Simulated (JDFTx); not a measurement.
The system is SiC (Moissanite).

```xyz
4
Lattice="3.0760 0.0000 0.0000 -1.5380 2.6639 0.0000 0.0000 0.0000 5.0480" Properties=species:S:1:pos:R:3 pbc="T T T"
Si    1.5380    0.8880    2.5240
Si    0.0000    1.7759    0.0000
C     1.5380    0.8880    4.4675
C     0.0000    1.7759    1.9435
```

Program: JDFTx 1.7.0 (patched build). Alike in all runs: task single point; no spin polarisation; cell as given; k mesh 10 × 10 × 5; cutoff (eV) 1116.

Order these runs on this cell by their band gap on the k mesh, lowest first.
A. level BLYP; potentials or basis PseudoDojo-SR-PBE-0.5-standard with smoothed tails; smearing gaussian 0.05 eV
B. level revPBE; potentials or basis PseudoDojo-SR-PBE-0.5-standard with smoothed tails; smearing fermi-dirac 0.05 eV
C. level LDA; potentials or basis PseudoDojo-SR-LDA-0.4.1-standard with smoothed tails; smearing fermi-dirac 0.05 eV

C (2.38 eV), B (2.54 eV), A (2.82 eV).

Caveats: the empty levels aren't tightly converged; an odd mesh through Γ misses points on the zone boundary, where band edges often lie.

Runs at the PBE level aren't shown here.
